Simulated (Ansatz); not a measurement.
**Rh: pressure against volume**

Rh, Fm-3m, a = 3.830 Å. Ansatz: PBE, PAW, 420 eV, Γ-centred 18×18×18 mesh on 1 atom, Gaussian smearing 0.10 eV; no spin polarisation. Symmetry fixes shape and atoms, so the cell is only scaled; pressure is positive in compression.

| V (Å³/atom) | P (GPa) |
| --- | --- |
| 12.360 | 45.65 |
| 12.781 | 30.93 |
| 13.203 | 18.67 |
| 13.624 | 8.47 |
| 14.045 | -0.01 |
| 14.467 | -7.05 |
| 14.888 | -12.89 |
| 15.450 | ? |

**Question.** Take V0 = 14.045 Å³/atom, count pressures from its P0 = -0.01 GPa, fit the third-order Birch–Murnaghan form to the other rows, and predict the missing pressure.

**Answer.** With the Eulerian strain f = ½[(V0/V)^(2/3) − 1] and y = (P − P0)/[3f(1 + 2f)^(5/2)], the form is the line y = B0 + 1.5 B0 (B0′ − 4) f. Rows (f, y): 0.04447, 276.6; 0.03244, 271.7; 0.02104, 267.0; 0.01025, 262.1; -0.00977, 252.3; -0.01906, 248.2. Means f = 0.01323, y = 262.98; Σ(Δf)² = 0.002986, ΣΔfΔy = 1.350; the slope is their ratio. y = 257.0 + 452.0 f GPa, so B0 = 257.0 GPa and B0′ = 4 + 2 × (452.0)/(3 × 257.0) = 5.17. At V = 15.450, f = -0.03079, y = 243.08 and P = -19.16 GPa. The run gave -19.12 GPa, so the fit is 0.04 GPa too low, within twice the rms miss on the fitted rows (0.04 GPa). The form still works here, 22 % of the fitted range beyond its end.